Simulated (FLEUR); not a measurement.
# C (Fd-3m) in FLEUR: a series of runs, part 2 of 2

FLEUR MaX-R8.1 (patched build s14). The steps go on from the part before.

### 3 Equation of state, PBE, 5.33 Å³/atom (volume scaled by 0.94)

File inp.xml:

```xml
<?xml version="1.0" encoding="UTF-8" standalone="no"?>
<fleurInput fleurInputVersion="0.39">
   <comment>
      C                                                                                                   
   </comment>
   <calculationSetup>
      <cutoffs Kmax="4.0" Gmax="20.0" GmaxXC="20.0" numbands="0"/>
      <scfLoop itmax="60" minDistance="0.00001" maxIterBroyd="15" imix="Anderson" alpha="0.05" precondParam="0.0" spinf="2.0"/>
      <coreElectrons ctail="T" frcor="F" kcrel="0" coretail_lmax="0"/>
      <xcFunctional name="pbe" relativisticCorrections="F"/>
      <magnetism jspins="1"/>
      <soc l_soc="F" theta="0.0" phi="0.0" spav="F"/>
      <expertModes spex="0" secvar="F"/>
      <geometryOptimization l_f="F" forcealpha="1.0" forcemix="BFGS" epsdisp="0.00001" epsforce="0.00001"/>
      <ldaU l_linMix="F" mixParam="0.05" spinf="1.0"/>
   </calculationSetup>
   <cell>
      <bzIntegration valenceElectrons="8.0" mode="hist" fermiSmearingEnergy="0.00183747">
         <kPointListSelection listName="default-1"/>
         <!-- k-points included here -->
         <xi:include xmlns:xi="http://www.w3.org/2001/XInclude" href="kpts.xml"> </xi:include>
      </bzIntegration>
      <!-- symmetry operations included here -->
      <xi:include xmlns:xi="http://www.w3.org/2001/XInclude" href="sym.xml"> </xi:include>
      <bulkLattice scale="0.9795861087">
         <bravaisMatrix>
            <row-1>    0.0000000000000000     3.3700808788279017     3.3700808788279017</row-1>
            <row-2>    3.3700808788279017     0.0000000000000000     3.3700808788279017</row-2>
            <row-3>    3.3700808788279017     3.3700808788279017     0.0000000000000000</row-3>
         </bravaisMatrix>
      </bulkLattice>
   </cell>
   <atomSpecies>
      <species name="Carbon (C)" element="C" atomicNumber="6">
         <mtSphere radius="1.31" gridPoints="447" logIncrement="0.023"/>
         <atomicCutoffs lmax="4" lnonsphr="3"/>
         <electronConfig flipSpins="F">
            <coreConfig>(1s1/2)</coreConfig>
            <valenceConfig>(2s1/2) (2p1/2) (2p3/2)</valenceConfig>
            <stateOccupation state="(2p1/2)" spinUp="0.333333" spinDown="0.333333"/>
            <stateOccupation state="(2p3/2)" spinUp="0.666667" spinDown="0.666667"/>
         </electronConfig>
         <energyParameters s="2" p="2" d="3" f="4"/>
         <lo type="SCLO" l="0" n="2" eDeriv="2"/>
         <lo type="SCLO" l="1" n="2" eDeriv="2"/>
         <lo type="SCLO" l="2" n="3" eDeriv="2"/>
      </species>
   </atomSpecies>
   <atomGroups>
      <atomGroup species="Carbon (C)">
         <relPos label="                   1">-3.000/8.000 -3.000/8.000 -3.000/8.000</relPos>
         <relPos label="                   2">3.000/8.000 3.000/8.000 3.000/8.000</relPos>
         <force calculate="T" relaxXYZ="TTT"/>
      </atomGroup>
   </atomGroups>
   <output dos="F" band="F" slice="F">
      <checks vchk="F" cdinf="F"/>
      <bandDOS minEnergy="-.5*Htr" maxEnergy="0.5*Htr" sigma="0.015" storeEVData="T"/>
      <vacuumDOS vacdos="F" integ="F" star="F" nstars="0" locx1="0.0" locy1="0.0" locx2="0.0" locy2="0.0" nstm="0" tworkf="0.0"/>
      <unfoldingBand unfoldBand="F" supercellX="1" supercellY="1" supercellZ="1"/>
      <plotting iplot="0" polar="F">
         <plot TwoD="T" vec1="  1.0  0.0  0.0" vec2="  0.0  1.0  0.0" vec3="  0.0  0.0  1.0" zero="  0.0  0.0  0.0" file="plot"/>
      </plotting>
      <chargeDensitySlicing numkpt="0" minEigenval="0.0" maxEigenval="0.0" nnne="0" pallst="F"/>
      <specialOutput eonly="F"/>
      <magneticCircularDichroism mcd="F" energyLo="-10.0" energyUp="0.0"/>
   </output>
  <!-- We include the file relax.xml here to enable relaxations (see documentation) -->
  <xi:include xmlns:xi="http://www.w3.org/2001/XInclude" href="relax.xml"> <xi:fallback/> </xi:include>
</fleurInput>
```

Potentials or basis: all-electron, FLAPW.

Started as:

```bash
> inpgen -f crystal.txt -profile fast
> # inp.xml edited to the form shown
> fleur
```

Run time: 4.7 s. Hardware: 1 thread of AMD EPYC 7B13 (Zen 3), shared host; peak memory 0.09 GiB.

Results (log left out):

```
Free energy                                           : -2072.7782 eV
Band gap on the k mesh                                : 4.15 eV, indirect (least direct gap 5.76 eV)
Valence electrons inside the program's atomic spheres : C 2.00 (radii C 1.31 bohr)
```

Caveat: the plane-wave cutoff is short for the small spheres of the light atoms, so energies, forces and moduli aren't converged; an odd mesh through Γ misses points on the zone boundary, where band edges often lie.

### 4 Equation of state, PBE, 5.44 Å³/atom (volume scaled by 0.96)

inp.xml, as its differences from that of step 3:

```diff
@@ -24,3 +24,3 @@
       <xi:include xmlns:xi="http://www.w3.org/2001/XInclude" href="sym.xml"> </xi:include>
-      <bulkLattice scale="0.9795861087">
+      <bulkLattice scale="0.9864848297">
          <bravaisMatrix>
```

Started as:

```bash
> inpgen -f crystal.txt -profile fast
> # inp.xml edited to the form shown
> fleur
```

It took 4.4 s on 1 thread of AMD EPYC 7B13 (Zen 3), shared host; peak memory 0.09 GiB.

The run converged. Its results:

- Free energy: -2072.8256 eV
- Band gap on the k mesh: 4.09 eV, indirect (least direct gap 5.70 eV)
- Valence electrons inside the program's atomic spheres: C 1.97 (radii C 1.31 bohr)

Caveat: the plane-wave cutoff is short for the small spheres of the light atoms, so energies, forces and moduli aren't converged; an odd mesh through Γ misses points on the zone boundary, where band edges often lie.

### 5 Equation of state, PBE, 5.67 Å³/atom

inp.xml, as its differences from that of step 4:

```diff
@@ -24,3 +24,3 @@
       <xi:include xmlns:xi="http://www.w3.org/2001/XInclude" href="sym.xml"> </xi:include>
-      <bulkLattice scale="0.9864848297">
+      <bulkLattice scale="1.0000000000">
          <bravaisMatrix>
```

Started as:

```bash
> inpgen -f crystal.txt -profile fast
> # inp.xml edited to the form shown
> fleur
```

Wall time 6 s (1 thread of AMD EPYC 7B13 (Zen 3), shared host); peak memory 0.09 GiB.

It converged, with:

```yaml
Free_energy: -2072.8833 eV
Band_gap_on_the_k_mesh: 3.97 eV, indirect (least direct gap 5.57 eV)
Valence_electrons_inside_the_program's_atomic_spheres: C 1.94 (radii C 1.31 bohr)
```

Caveat: the plane-wave cutoff is short for the small spheres of the light atoms, so energies, forces and moduli aren't converged; an odd mesh through Γ misses points on the zone boundary, where band edges often lie.

### 6 Equation of state, PBE, 5.90 Å³/atom (volume scaled by 1.04)

inp.xml, as its differences from that of step 5:

```diff
@@ -24,3 +24,3 @@
       <xi:include xmlns:xi="http://www.w3.org/2001/XInclude" href="sym.xml"> </xi:include>
-      <bulkLattice scale="1.0000000000">
+      <bulkLattice scale="1.0131594038">
          <bravaisMatrix>
```

Potentials or basis: all-electron, FLAPW.

Started as:

```bash
> inpgen -f crystal.txt -profile fast
> # inp.xml edited to the form shown
> fleur
```

Run time: 6.2 s. Hardware: 1 thread of AMD EPYC 7B13 (Zen 3), shared host; peak memory 0.09 GiB.

Results (log left out):

| Property | Result |
| --- | --- |
| Free energy | -2072.8838 eV |
| Band gap on the k mesh | 3.85 eV, indirect (least direct gap 5.46 eV) |
| Valence electrons inside the program's atomic spheres | C 1.90 (radii C 1.31 bohr) |

Caveat: the plane-wave cutoff is short for the small spheres of the light atoms, so energies, forces and moduli aren't converged; an odd mesh through Γ misses points on the zone boundary, where band edges often lie.

### 7 Equation of state, PBE, 6.01 Å³/atom (volume scaled by 1.06)

inp.xml, as its differences from that of step 6:

```diff
@@ -24,3 +24,3 @@
       <xi:include xmlns:xi="http://www.w3.org/2001/XInclude" href="sym.xml"> </xi:include>
-      <bulkLattice scale="1.0131594038">
+      <bulkLattice scale="1.0196128224">
          <bravaisMatrix>
```

Started as:

```bash
> inpgen -f crystal.txt -profile fast
> # inp.xml edited to the form shown
> fleur
```

Wall time 6.2 s (1 thread of AMD EPYC 7B13 (Zen 3), shared host); peak memory 0.09 GiB.

Results (log left out):

* Free energy: -2072.8700 eV
* Band gap on the k mesh: 3.87 eV, indirect (least direct gap 5.32 eV)
* Valence electrons inside the program's atomic spheres: C 1.89 (radii C 1.31 bohr)

Caveat: the plane-wave cutoff is short for the small spheres of the light atoms, so energies, forces and moduli aren't converged; an odd mesh through Γ misses points on the zone boundary, where band edges often lie.

### 8 Equation of state, PBE

No new run: the results of the series are fitted here.

Results:

* Equilibrium volume: 5.80 Å³/atom (rough: see the caveat)
* Bulk modulus: 437 GPa (rough)

Energy against volume, from the lowest point:
```csv
volume (Å³/atom),energy (meV/atom)
5.332,52.81
5.445,29.13
5.672,0.27
5.899,0.00
6.012,6.91
```

Caveat: the fit is doubtful: noisy points or a state that changes with volume; small basis for a fit; the plane-wave cutoff is short for the small spheres of the light atoms, so energies, forces and moduli aren't converged.
